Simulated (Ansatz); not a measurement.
AlCo: how the free axis answers a strain

AlCo, Pm-3m, a = 2.852 Å. The structure is a Materials Project entry; whether it is the stable form wasn't checked. Ansatz: PBE, PAW, 420 eV, Γ-centred 18×18×18 mesh on 2 atoms, Gaussian smearing 0.10 eV; no spin polarisation. Series: biaxial strain in the a-b plane, c and atoms relaxed; x is the strain in per cent. y is the change of c in per cent of 2.852 Å.

```
x (%) y (%)
 -3.0   3.50
 -2.0   2.10
 -1.0   0.90
  0.0   0.00
  1.0      ?
  2.0  -1.44
  3.0  -2.07
```

Q: Fit y = c1 x + c2 x² to the other rows, say what c1 measures, and predict the missing y.

A: Least squares on the rows shown. y = −0.9115 x + 0.07948 x². With no stress along c, c1 = −2C12/C11 = -0.911. With a term in x³ added, the coefficient of x becomes -0.8391, 8 % less, which shows how far this figure hangs on the form. At x = 1.0 the fit asked for gives -0.83 %. The run gave -0.76 %, so the fit is 0.07 % too low, within twice the rms miss on the fitted rows (0.06 %).